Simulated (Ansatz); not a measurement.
The system is V.

```xyz
2
Lattice="2.4957 0.0000 0.0000 -1.2478 2.1613 0.0000 0.0000 0.0000 4.5263" Properties=species:S:1:pos:R:3 pbc="T T T"
V     0.0000    1.4409    1.1316
V     1.2478    0.7204    3.3947
```

This isn't the form of V at room conditions, which is bcc.

The cell isn't the ideal one: volume scaled by 0.88.

| Property | Result |
| --- | --- |
| Program | Ansatz 0.2.0 |
| Task | relaxation of cell and atoms |
| Functional | PBE |
| Potentials or basis | all-electron LAPW, scalar-relativistic |
| Basis error allowed | 0.001 eV/atom |
| k mesh | 9 × 9 × 5 |
| Occupations | methfessel-paxton, width 0.2 eV |
| Spin | non-collinear spin, antiferromagnetic start |
| Starting moments | [[1.414, 1.414, 0.0], [-1.414, -1.414, -0.0]] μB |
| Hubbard terms | V d U = 2 eV |

At the start: volume 12.21 Å³/atom.

Q: Where does the relaxation end?

A: Over 20 steps the energy falls by 387.4 meV/atom and the volume is 13.59 Å³/atom (+11.3 %); space group R-3m (No. 166, to 0.05 Å); moment 0.00 μB per cell.

The path:
| step | energy change (eV) | largest force (eV/Å) | volume (Å³) |
| --- | --- | --- | --- |
| 1 | 0.0000 | 0.0000 | 24.41 |
| 2 | -0.2949 | 0.0000 | 27.08 |
| 3 | -0.3324 | 0.0000 | 28.11 |
| 4 | -0.3368 | 0.0000 | 28.36 |
| 5 | -0.3375 | 0.0000 | 28.41 |
| 6 | -0.3375 | 0.0000 | 28.43 |
| 7 | -0.3375 | 0.0000 | 28.45 |
| 8 | -0.3375 | 0.0006 | 28.45 |
| 9 | -0.3378 | 0.0073 | 28.46 |
| 10 | -0.3494 | 0.0251 | 28.55 |
| 11 | -0.3856 | 0.2339 | 28.64 |
| 12 | -0.5301 | 0.4274 | 28.40 |
| 13 | -0.6664 | 0.6058 | 27.72 |
| 14 | -0.7238 | 0.5104 | 26.72 |
| 15 | -0.7577 | 0.0068 | 27.66 |
| 16 | -0.7643 | 0.2156 | 27.22 |
| 17 | -0.7741 | 0.0038 | 27.16 |
| 18 | -0.7741 | 0.0001 | 27.17 |
| 19 | -0.7742 | 0.0000 | 27.17 |
| 20 | -0.7748 | 0.0000 | 27.17 |

Final structure:
```xyz
2
Lattice="3.0214 0.1164 0.0000 -1.4099 1.9832 0.0000 0.0000 0.0000 4.4141" Properties=species:S:1:pos:R:3 pbc="T T T"
V     0.0504    1.0207    1.1035
V     1.5611    1.0789    3.3106
```

Caveat: the k mesh is thin for a metal, which can move the energy by tens of meV per atom; the magnetic state may not be the lowest; the electronic state changed during the relaxation; the program listed the state as in doubt; U is the effective U less J, on atomic orbitals that reach past the spheres; the U is typed as a test and isn't derived for this compound; the starting moments weren't kept.
